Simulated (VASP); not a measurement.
Wanted: the native input for a VASP 6.6.1 run.

```
Task                   : single point
Functional             : PBE
Potentials or basis    : VASP PAW PBE potentials, release 64 (Ba_sv, S)
Cutoff                 : 520 eV
k mesh                 : 7 × 7 × 7
Occupations            : gaussian, width 0.022 eV
Spin                   : no spin polarisation
Further INCAR settings : ALGO = Normal; EDIFF = 1e-06; NBANDS = 15
```

The structure of BaS lies in POSCAR:

```
BaS
1.0
    0.0000000000      3.1937500000      3.1937500000
    3.1937500000      0.0000000000      3.1937500000
    3.1937500000      3.1937500000      0.0000000000
Ba S
1 1
Direct
    0.0000000000      0.0000000000      0.0000000000
    0.5000000000      0.5000000000      0.5000000000
```

These files were run (other wordings do the same):

INCAR

```
SYSTEM = BaS
ALGO = Normal
EDIFF = 1E-6
ENCUT = 520
GGA = PE
ISIF = 2
ISMEAR = 0
LASPH = .TRUE.
LCHARG = .TRUE.
LELF = .TRUE.
LREAL = .FALSE.
LVHAR = .TRUE.
LWAVE = .FALSE.
NBANDS = 15
NELM = 80
PREC = Accurate
SIGMA = 0.022
```

KPOINTS

```
k-points
0
G
  7 7 7
  0 0 0
```

Potentials or basis: VASP PAW PBE potentials, release 64 (Ba_sv, S).

Run with:

```bash
$ cat potpaw_PBE.64/Ba_sv/POTCAR potpaw_PBE.64/S/POTCAR > POTCAR
$ mpirun -np 1 vasp_std > vasp.out
```

It gave:

```json
{
  "Pressure": "1.4 GPa",
  "Band gap on the k mesh": "2.17 eV, indirect (least direct gap 2.31 eV)"
}
```

Caveat: spin-orbit coupling is left out, which moves the levels of the heavy elements; an odd mesh through Γ misses points on the zone boundary, where band edges often lie.

It took 14 s on 1 thread of Intel(R) Xeon(R) Platinum 8488C (Sapphire Rapids), on a shared host, peak memory 0.2 GiB.
